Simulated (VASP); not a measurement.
A run of VASP 6.6.1:

File INCAR:

```
SYSTEM = HgTe
ALGO = Normal
EDIFF = 1E-6
EDIFFG = -0.01
ENCUT = 600
GGA = PE
IBRION = 2
ISIF = 3
ISMEAR = 0
LASPH = .True.
LCHARG = .False.
LREAL = .False.
LWAVE = .False.
NELM = 80
NSW = 90
PREC = Accurate
SIGMA = 0.03
```

Contents of KPOINTS:

```
k-points
0
Gamma
  10 10 10
  0 0 0
```

Contents of POSCAR:

```
HgTe
1.0
    0.0000000000      3.2145000000      3.2145000000
    3.2145000000      0.0000000000      3.2145000000
    3.2145000000      3.2145000000      0.0000000000
Hg Te
1 1
Direct
    0.0000000000      0.0000000000      0.0000000000
    0.2500000000      0.2500000000      0.2500000000
```

Potentials or basis: VASP PAW PBE potentials, release 64 (Hg, Te).

The run is started by

```console
$ cat potpaw_PBE.64/Hg/POTCAR potpaw_PBE.64/Te/POTCAR > POTCAR
$ mpirun -np 1 vasp_std > vasp.out
```

Hardware: 1 thread of Intel(R) Xeon(R) Platinum 8259CL CPU @ 2.50GHz (Skylake/Cascade Lake) (shared host).

Task: How long does it take, and how much memory?

Result: Run time: 110 s on 1 thread of Intel(R) Xeon(R) Platinum 8259CL CPU @ 2.50GHz (Skylake/Cascade Lake), with other jobs on the host, peak memory 0.25 GiB. Counts: scf iterations 32, k points 47, ion steps 3.
